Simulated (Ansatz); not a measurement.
## linear Si chain: period, moment and channels by functional

How many channels does the linear Si chain carry, and how sure is the answer?

Calculated with Ansatz 0.2.0; DFT PBE, plane waves, PAW; relaxation of a chain's period, in the first sound run; inputs show where later runs differ.

## 1. The starting structure

The cell holds 1 atom: 1 Si. Its edges and angles: a = 7.500 Å, b = 7.500 Å, c = 2.065 Å, α = 90.0°, β = 90.0°, γ = 90.0°. Vacuum lies along a and b. The structure's axis is c.

## 2. Relaxation of atoms and period, level PBE, cutoff 420 eV

Band widths follow the bond lengths, so the chain is relaxed first. The atoms and the third cell vector are free; the box across stays fixed as vacuum. Moments are seeded so that a magnetic state can form if it lies lower. A Fermi-Dirac smearing is set since the result may be a metal. The pressure printed is a third of the stress's trace over the whole box, vacuum included; only the stress along the axis is relaxed.

Input file input.yaml:

```yaml
crystal:
  lattice:
    - [7.5, 0.0, 0.0]
    - [0.0, 7.5, 0.0]
    - [0.0, 0.0, 2.0646]
  atoms:
    - { symbol: Si, position: [0.5, 0.5, 0.0], spin: 0.3 }
magnetization:
  spin_polarized: true
kpoints:
  mp_grid: { grid: [1, 1, 39] }
scf:
  occupations: { method: fermi_dirac, width: 0.05 }
hamiltonian:
  xc: pbe
relax:
  cell: { fix: [a, b, alpha, beta, gamma] }
  max_steps: 60
```

Command:

```bash
> ansatz run input.yaml --threads 4 --pin off --max-ram 8192MiB --backend cpu --events-out ev --progress --plain --runs-dir out
```

Numbers of over 12 decimals in the logs are rounded to 6 here.

The log of the run:

```text
Engine: ansatz 0.2.0, aarch64-unknown-linux-gnu
Pseudopotentials: kind: paw
Pseudopotential: Si, paw, valence charge 4, recommended cutoff 420 eV (normal), Si.paw.azcp
Functional definition: PBE
  parameter kappa = 0.804
  parameter beta = 0.066725
  exchange = pbe_x(kappa = kappa, mu = beta*pi^2/3)
  correlation = pbe_c(beta = beta)
Crystal: 1 atoms, lattice volume = 116.134 Å³
Basis set: ecut = 420 eV, 2279 PW (Γ), exchange–correlation on 108×108×30 points (8 copies of the dense FFT grid, shifted against one another)
Bands: 7, of which v1, the nominal top of the filled ones, is band 2 counted from 1 (1 counted from 0)
Symmetry: 16 space group operations
Space group: P4/mmm (ITA 123), of the structure as read, at distance tolerance 4.9e-5 Å
Magnetic group: BNS 123.339 (UNI 999), of the structure as read, at distance tolerance 4.9e-5 Å
k-points: 20 of 39
Non-local potential: Si, projectors of the file, l = 0: 2, l = 1: 2, l = 2: 2
PAW form: soft (Blöchl's): semilocal exchange-correlation on the pseudo side does not see the compensation charge
PAW one-centre angular grid: Si, 110 points (default); XC on 64 Gauss nodes
Initial density: superposition of atomic densities (neutral atoms: chi_scale 0, normalization atom)
Starting moments: Σ|m| = 0.3 μB on 1 of 1 site
Initial wavefunctions: pseudopotential atomic-orbital guess
Functional: x = pbe(κ = 0.804, μ = 0.219515), c = pbe(β = 0.066725)
SCF iter   1: F=—  HF=-633.886543 eV  |F-HF|=—  |Δ(HF+E_count)|=         —  Δρ=1.07e-2 (↑8.50e-3 ↓1.07e-2)  dr2=5.34e-1  dr2_m=4.83e-3  M=0.115 μB ∫|m|=0.115 μB  β_m=0.30  ethr=3.10e-3  ⟨swp⟩=6.5  Hψ=3094  notcnv=0
preconditioner: auto → none  [insulator: Δε(μ)=0.275 eV  Ē_g=9.166 eV  σ=0.050 eV  W_gap=0.52  n_scr=8 (ndim 8)  ℏωp=6.0 eV  f_vac=0.507  D(μ)=1.18/eV (n_scr^D=8)  ε∞_Penn≈1.4]
SCF iter   2: F=—  HF=-633.745337 eV  |F-HF|=—  |Δ(HF+E_count)|=   1.41e-1  Δρ=6.87e-3 (↑5.37e-3 ↓6.87e-3)  dr2=1.79e-1  dr2_m=3.71e-3  M=0.081 μB ∫|m|=0.082 μB  β_m=0.30  ethr=3.10e-3  ⟨swp⟩=1.9  Hψ=687  notcnv=0  defer=5
preconditioner: auto → LDOS  [metal: Δε(μ)=0.089 eV  Ē_g=9.060 eV  σ=0.050 eV  W_gap=0.42  n_scr=8 (ndim 8)  ℏωp=6.1 eV  f_vac=0.533  D(μ)=0.95/eV (n_scr^D=8)]
spin=Collinear: LDOS preconditioning applied to the charge; magnetization (m = ρ↑ − ρ↓) channel mixes plain (no charge-response kernel on spin).
SCF iter   3: F=—  HF=-633.689254 eV  |F-HF|=—  |Δ(HF+E_count)|=   5.61e-2  Δρ=2.32e-3 (↑2.32e-3 ↓1.65e-3)  dr2=1.25e-2  dr2_m=2.36e-3  M=0.063 μB ∫|m|=0.064 μB  β_m=0.30  ethr=3.10e-3  ⟨swp⟩=2.4  Hψ=520  notcnv=0  defer=5
SCF iter   4: F=—  HF=-633.689111 eV  |F-HF|=—  |Δ(HF+E_count)|=   1.43e-4  Δρ=1.79e-3 (↑1.27e-3 ↓1.79e-3)  dr2=5.47e-3  dr2_m=1.37e-3  M=0.054 μB ∫|m|=0.054 μB  β_m=0.30  ethr=3.11e-4  ⟨swp⟩=2.4  Hψ=553  notcnv=0  defer=20
SCF iter   5: F=—  HF=-633.688565 eV  |F-HF|=—  |Δ(HF+E_count)|=   5.46e-4  Δρ=9.28e-4 (↑9.28e-4 ↓8.55e-4)  dr2=9.54e-5  dr2_m=8.05e-4  M=0.047 μB ∫|m|=0.047 μB  β_m=0.30  ethr=1.37e-4  ⟨swp⟩=2.8  Hψ=462  notcnv=0  defer=20
SCF iter   6: F=—  HF=-633.689601 eV  |F-HF|=—  |Δ(HF+E_count)|=   1.04e-3  Δρ=6.75e-4 (↑6.75e-4 ↓6.72e-4)  dr2=4.70e-6  dr2_m=4.81e-4  M=0.041 μB ∫|m|=0.042 μB  β_m=0.30  ethr=2.38e-6  ⟨swp⟩=2.2  Hψ=480  notcnv=0  defer=20
SCF iter   7: F=—  HF=-633.690054 eV  |F-HF|=—  |Δ(HF+E_count)|=   4.53e-4  Δρ=5.28e-4 (↑5.27e-4 ↓5.28e-4)  dr2=8.92e-8  dr2_m=2.96e-4  M=0.036 μB ∫|m|=0.037 μB  β_m=0.30  ethr=1.17e-7  ⟨swp⟩=2.1  Hψ=480  notcnv=0  defer=20
Mixer restart at iter 7: flushing history
spin-set hold released at iteration 7 (site moments contracting): the magnetisation degrees of freedom join the quasi-Newton model from the next iteration; the mixer history was flushed
SCF iter   8: F=—  HF=-633.690333 eV  |F-HF|=—  |Δ(HF+E_count)|=   2.79e-4  Δρ=4.21e-4 (↑4.21e-4 ↓4.20e-4)  dr2=7.19e-8  dr2_m=1.88e-4  M=0.032 μB ∫|m|=0.033 μB  β_m=0.56  ethr=2.23e-9  ⟨swp⟩=3.2  Hψ=421  notcnv=0  defer=20
SCF iter   9: F=—  HF=-633.690861 eV  |F-HF|=—  |Δ(HF+E_count)|=   5.29e-4  Δρ=1.33e-4 (↑1.33e-4 ↓1.30e-4)  dr2=1.32e-8  dr2_m=1.83e-5  M=0.016 μB ∫|m|=0.017 μB  β_m=0.82  ethr=1.80e-9  ⟨swp⟩=4.1  Hψ=516  notcnv=0  defer=20
SCF iter  10: F=—  HF=-633.690989 eV  |F-HF|=—  |Δ(HF+E_count)|=   1.28e-4  Δρ=4.01e-5 (↑3.90e-5 ↓4.01e-5)  dr2=2.05e-9  dr2_m=1.66e-6  M=0.004 μB ∫|m|=0.005 μB  β_m=0.91  ethr=3.30e-10  ⟨swp⟩=4.7  Hψ=572  notcnv=0  defer=20
SCF iter  11: F=—  HF=-633.691000 eV  |F-HF|=—  |Δ(HF+E_count)|=   1.07e-5  Δρ=2.74e-6 (↑2.74e-6 ↓2.17e-6)  dr2=1.00e-9  dr2_m=6.12e-9  M=-0.000 μB ∫|m|=0.000 μB  β_m=0.96  ethr=5.11e-11  ⟨swp⟩=6.0  Hψ=804  notcnv=0
SCF iter  12: F=—  HF=-633.691000 eV  |F-HF|=—  |Δ(HF+E_count)|=   2.98e-8  Δρ=2.17e-7 (↑2.17e-7 ↓1.81e-7)  dr2=1.24e-10  dr2_m=2.99e-11  M=0.000 μB ∫|m|=0.000 μB  β_m=0.98  ethr=2.51e-11  ⟨swp⟩=4.0  Hψ=642  notcnv=0
SCF iter  13: F=-633.691000 eV  HF=-633.691000 eV  |F-HF|=5.91e-12  |Δ(HF+E_count)|=  1.93e-10  Δρ=7.74e-8 (↑3.94e-8 ↓7.74e-8)  dr2=6.82e-12  dr2_m=1.71e-12  M=0.000 μB ∫|m|=0.000 μB  ethr=3.11e-12  ⟨swp⟩=2.8  Hψ=541  notcnv=0
WARN: the starting moments were not kept: the SCF closed with an absolute magnetisation of 5.4e-6 μB, where they sum to 0.3 μB in size (1 site). That is at most 0.1 of that sum. Measured as dr2_m measures the in/out step, that magnetisation stands 6.7e-12 eV from none, at or under the dr2_threshold of 1.0e-7 eV: it is no larger than a step whose dr2_m would equal this threshold. The system may hold no moment; this SC [...]
SCF 1 converged in 13 iterations: F = -633.691000 eV  dr2 = 6.82e-12
  greatest PAW one-centre occupation: 0.643 electrons in one spin orbital (limit 2), on the Si atom at site 0 (counted from 0), in its partial waves of l = 0
relax step   1: F+E_penalty+E_count = -633.69099989 eV  Δ(F+E_penalty+E_count) = +0.000e0 eV  max|allowed force component| = 0.000e0 eV/Å  Δτ_max = 0.0000 Å  P = +1.099 GPa  Ω = 116.134 Å³  fix = [a, b, alpha, beta, gamma]  reactions: a +0.158, b +0.158 GPa  (13 SCF iters, dr2 threshold 1.00e-7 eV, accepted)
Crystal: 1 atoms, lattice volume = 118.536 Å³
Basis set: ecut = 420 eV, 2335 PW (Γ), exchange–correlation on 108×108×30 points (8 copies of the dense FFT grid, shifted against one another)
Initial density: handed on by an earlier stage of this run
Starting moments: Σ|m| = 0.3 μB on 1 of 1 site; this step starts from the density that it was given
Initial wavefunctions: those handed on with the density
iter 1 solved again at ethr=1.31e-4 eV; its pass at ethr=3.10e-3 eV (dr2=5.25e-3 eV) is discarded
[...]
iter 7 did not close the SCF: its close was put off for a magnetic moment that had not settled (scf_convergence_deferred on its scf_iter line)
SCF iter   7: F=-633.775329 eV  HF=-633.775329 eV  |F-HF|=2.92e-10  |Δ(HF+E_count)|=   8.18e-9  Δρ=3.97e-7 (↑3.97e-7 ↓3.46e-7)  dr2=6.36e-11  dr2_m=1.41e-10  M=-0.000 μB ∫|m|=0.000 μB  β_m=0.98  ethr=1.09e-11  ⟨swp⟩=1.1  Hψ=827  notcnv=0
SCF iter   8: F=-633.775329 eV  HF=-633.775329 eV  |F-HF|=2.27e-12  |Δ(HF+E_count)|=  5.99e-10  Δρ=4.83e-8 (↑4.83e-8 ↓3.04e-8)  dr2=1.14e-11  dr2_m=6.70e-13  M=-0.000 μB ∫|m|=0.000 μB  ethr=1.59e-12  ⟨swp⟩=1.0  Hψ=818  notcnv=0
the starting moments were not kept: the SCF closed with an absolute magnetisation of 2.0e-6 μB, where they sum to 0.3 μB in size (1 site). That is at most 0.1 of that sum. Measured as dr2_m measures the in/out step, that magnetisation stands 7.8e-13 eV from none, at or under the dr2_threshold of 1.0e-7 eV: it is no larger than a step whose dr2_m would equal this threshold.
SCF 3 converged in 8 iterations: F = -633.775329 eV  dr2 = 1.14e-11
  greatest PAW one-centre occupation: 0.684 electrons in one spin orbital (limit 2), on the Si atom at site 0 (counted from 0), in its partial waves of l = 0
relax step   3: F+E_penalty+E_count = -633.77532900 eV  Δ(F+E_penalty+E_count) = -4.568e-2 eV  max|allowed force component| = 0.000e0 eV/Å  Δτ_max = 0.0000 Å  P = +0.150 GPa  Ω = 124.198 Å³  energy of the carried Pulay correction = -1.596e-4 eV  fix = [a, b, alpha, beta, gamma]  reactions: a +0.154, b +0.154 GPa  (8 SCF iters, dr2 threshold 1.00e-7 eV, accepted)
[...]
relax step   4: F+E_penalty+E_count = -633.77558723 eV  Δ(F+E_penalty+E_count) = -2.582e-4 eV  max|allowed force component| = 0.000e0 eV/Å  Δτ_max = 0.0000 Å  P = +0.130 GPa  Ω = 124.579 Å³  energy of the carried Pulay correction = -1.667e-4 eV  fix = [a, b, alpha, beta, gamma]  reactions: a +0.153, b +0.153 GPa  (7 SCF iters, dr2 threshold 5.10e-8 eV, accepted)
[...]
relax step   5: F+E_penalty+E_count = -633.77573762 eV  Δ(F+E_penalty+E_count) = -1.504e-4 eV  max|allowed force component| = 0.000e0 eV/Å  Δτ_max = 0.0000 Å  P = +0.104 GPa  Ω = 125.120 Å³  energy of the carried Pulay correction = -1.769e-4 eV  fix = [a, b, alpha, beta, gamma]  reactions: a +0.153, b +0.153 GPa  (7 SCF iters, dr2 threshold 1.76e-8 eV, accepted)
Initial wavefunctions: pseudopotential atomic-orbital guess (no wavefunctions were taken with the density)
iter 1 solved again at ethr=2.04e-6 eV; its pass at ethr=3.10e-3 eV (dr2=8.18e-5 eV) is discarded
SCF iter   1: F=—  HF=-633.776312 eV  |F-HF|=—  |Δ(HF+E_count)|=         —  Δρ=2.56e-5 (↑2.56e-5 ↓2.56e-5)  dr2=3.01e-7  dr2_m=1.80e-12  M=-0.000 μB ∫|m|=0.000 μB  β_m=0.30  ethr=2.04e-6  ⟨swp⟩=2.8  Hψ=3802  notcnv=0
eigensolver tolerance schedule: the retry pair's looser diagonalisation over-reported the residual by 270.45 of it (diagonalisation noise at 0.22 of the residual, at the tolerance the schedule requests for it); recorded, not acted on — ethr = c·dr2/N_el stays at c = 1.0e-1
preconditioner: auto → none  [insulator: Δε(μ)=0.309 eV  Ē_g=9.466 eV  σ=0.050 eV  W_gap=0.82  n_scr=8 (ndim 8)  ℏωp=6.6 eV  f_vac=0.560  D(μ)=0.92/eV (n_scr^D=4)  ε∞_Penn≈1.5]
SCF iter   2: F=—  HF=-633.776314 eV  |F-HF|=—  |Δ(HF+E_count)|=   1.79e-6  Δρ=1.81e-5 (↑1.81e-5 ↓1.81e-5)  dr2=1.47e-7  dr2_m=1.03e-12  M=-0.000 μB ∫|m|=0.000 μB  β_m=0.64  ethr=7.53e-9  ⟨swp⟩=2.2  Hψ=356  notcnv=0
SCF iter   3: F=—  HF=-633.776316 eV  |F-HF|=—  |Δ(HF+E_count)|=   2.14e-6  Δρ=7.78e-7 (↑7.78e-7 ↓7.66e-7)  dr2=1.89e-9  dr2_m=2.14e-13  M=-0.000 μB ∫|m|=0.000 μB  β_m=0.63  ethr=3.67e-9  ⟨swp⟩=2.0  Hψ=362  notcnv=0
SCF iter   4: F=—  HF=-633.776316 eV  |F-HF|=—  |Δ(HF+E_count)|=  4.53e-10  Δρ=3.12e-7 (↑3.12e-7 ↓3.03e-7)  dr2=2.57e-10  dr2_m=1.11e-13  M=-0.000 μB ∫|m|=0.000 μB  β_m=0.79  ethr=4.73e-11  ⟨swp⟩=1.2  Hψ=290  notcnv=0
SCF iter   5: F=—  HF=-633.776317 eV  |F-HF|=—  |Δ(HF+E_count)|=   1.09e-6  Δρ=6.80e-8 (↑6.80e-8 ↓6.40e-8)  dr2=1.57e-11  dr2_m=3.49e-14  M=-0.000 μB ∫|m|=0.000 μB  β_m=0.90  ethr=6.43e-12  ⟨swp⟩=3.0  Hψ=425  notcnv=0
SCF iter   6: F=-633.776317 eV  HF=-633.776317 eV  |F-HF|=2.27e-13  |Δ(HF+E_count)|=  8.41e-12  Δρ=4.97e-9 (↑4.97e-9 ↓4.89e-9)  dr2=1.80e-13  dr2_m=8.06e-15  M=-0.000 μB ∫|m|=0.000 μB  ethr=1.00e-12  ⟨swp⟩=5.2  Hψ=751  notcnv=0
the starting moments were not kept: the SCF closed with an absolute magnetisation of 2.4e-7 μB, where they sum to 0.3 μB in size (1 site). That is at most 0.1 of that sum. Measured as dr2_m measures the in/out step, that magnetisation stands 8.6e-15 eV from none, at or under the dr2_threshold of 1.0e-11 eV: it is no larger than a step whose dr2_m would equal this threshold.
SCF 6 converged in 6 iterations: F = -633.776317 eV  dr2 = 1.80e-13
relax step   6: F+E_penalty+E_count = -633.77631683 eV  Δ(F+E_penalty+E_count) = -5.792e-4 eV  max|allowed force component| = 0.000e0 eV/Å  Δτ_max = 0.0000 Å  P = +0.111 GPa  Ω = 125.120 Å³  fix = [a, b, alpha, beta, gamma]  reactions: a +0.155, b +0.155 GPa  stress off target by 2.31e-2 GPa on what of the cell is left free  SCF on the basis re-selected at this cell (its energy is not comparable with the rows above)  (6 SCF iters)
basis re-selected at this cell: Δ(F+E_penalty+E_count) = -5.792e-4 eV, ΔP = +0.007 GPa vs the last step (what re-selecting the basis moved, of the pressure what is left beyond the Pulay correction that the steps carried, after the strain that the cell walked since its last selection, with what the two solves' SCF thresholds leave and, on support functions, any second-order correction that the steps lacked; it is no measure of the basis error at this ecutwfc). This SCF's stress stands 2.31e-2 GPa from its target on what of the cell is left free (relax.cell.stress_tol is 5.00e-2 GPa) and its largest allowed force component is 0.00e0 eV/Å (relax.f_tol is 1.00e-2 eV/Å): [rest of the remark cut]
SCF converged after 6 iterations
Magnetization: -0.0000 μB (2.0000 up, 2.0000 down)
Absolute magnetization: 0.0000 μB (∫|ρ↑−ρ↓|, with the PAW one-centre terms)
Spin contamination: 0.0000 ħ² per cell (⟨S²⟩ above its minimum at these occupations)
Per-site moments (μB) at R_I (Å): [(-8.453267101655076e-8, 0.917548)]
Free energy (F): -633.776317 eV
Harris-Foulkes:  -633.776317 eV  (|F-HF|=2.27e-13)
Internal energy: -633.768600 eV  (E = F + TS)
E sigma→0 (E₀):  -633.772459 eV
Entropy (-TS):   -0.007717 eV (-7.717 meV/atom)
Fermi energy:    -3.326362 eV
--- Per-component energies (eV) ---
  E_band       = -28.935989
  E_kinetic    = 36.992316
  E_local      = -173.382683  (includes V_loc(G=0)·N_el)
  E_nonlocal   = 26.483752
  E_hartree    = 63.330067
  E_xc         = -53.035430
  E_vxc        = -43.686288  (∫ρ·V_xc dr)
  E_paw        = -512.298620  (= ΣΔE_a)
  E_vpaw       = -2.003223  (= ΣTr[D̂ρ^β])
  E_aug_tail   = 0.000007  (compensation charges beyond the density's cutoff)
  E_ewald      = -21.858010
  E_smearing   = -0.007717  (= −TS)
  E_closure    = -0.000000  (closes the sum)
  Σ components = -633.776317   (vs F -633.776317, Δ=0.00e0)
--- Forces (eV/Å), atoms counted from 1 ---
  atom   1  Si     0.00000000     0.00000000     0.00000000
  max |Σ_I F_I| component: 1.97e-31 eV/Å
--- Stress (GPa, compression-positive) ---
        0.154961       0.000000       0.000000
        0.000000       0.154961       0.000000
        0.000000       0.000000       0.023113
  P = ⅓ Tr σ = 0.1110 GPa (1.110 kbar)
--- Relaxed structure (5 steps of the walk, 5 accepted, 1 SCFs on fresh bases) ---
  F+E_penalty+E_count = -633.77631683 eV   max|allowed force component| = 0.000e0 eV/Å   (the final SCF, on the basis selected at the relaxed cell)
  cell:  # Å, volume = 125.1201 Å³
    - [7.5, 0.0, 0.0]
    - [0.0, 7.5, 0.0]
    - [0.0, 0.0, 2.224358]
  atoms:
    - { symbol: Si, position: [0.5, 0.5, 0.0] }
```

The job ended after 5.3 s (4 threads of Arm Neoverse V1, shared host; peak memory 0.35 GiB).

Relaxation path:

| step | energy less that of the first step (eV) | largest force component (eV/Å) | pressure (GPa) | volume (Å³) |
| --- | --- | --- | --- | --- |
| 1 | 0.0000 | 0.0000 | 1.10 | 116.13 |
| 2 | -0.0386 | 0.0000 | 0.86 | 118.54 |
| 3 | -0.0843 | 0.0000 | 0.15 | 124.20 |
| 4 | -0.0846 | 0.0000 | 0.13 | 124.58 |
| 5 | -0.0847 | 0.0000 | 0.10 | 125.12 |
| 6* | -0.0853 | 0.0000 | 0.11 | 125.12 |

Relaxation steps marked * repeat the geometry before them on a plane-wave basis chosen anew for their cell, so energy and pressure can jump there.

| cell as run | before | after | change |
| --- | --- | --- | --- |
| c (Å) | 2.065 | 2.224 | +7.7 % |

Final coordinates:

```
Si
1.0
     7.50000    0.00000    0.00000
     0.00000    7.50000    0.00000
     0.00000    0.00000    2.22436
Si
1
Cartesian
  3.7500 3.7500 0.0000
```

This step gave:

| Item | Value |
| --- | --- |
| energy at zero smearing | -633.7725 eV |
| cell length along the wire | 2.224 Å |

The cell's length comes to 2.224 Å with no moment.

(Continued in part 2 of 3.)

[Logs are printed without paths, hosts, clocks, repeated set-up lines and the standing remarks that a program may print on its own settings, such as how far it seeks lower states.]

[Hosts, paths, dates, database ids (printed as entryN), source tags and the programs' standing remarks are cut or masked in the printed files.]
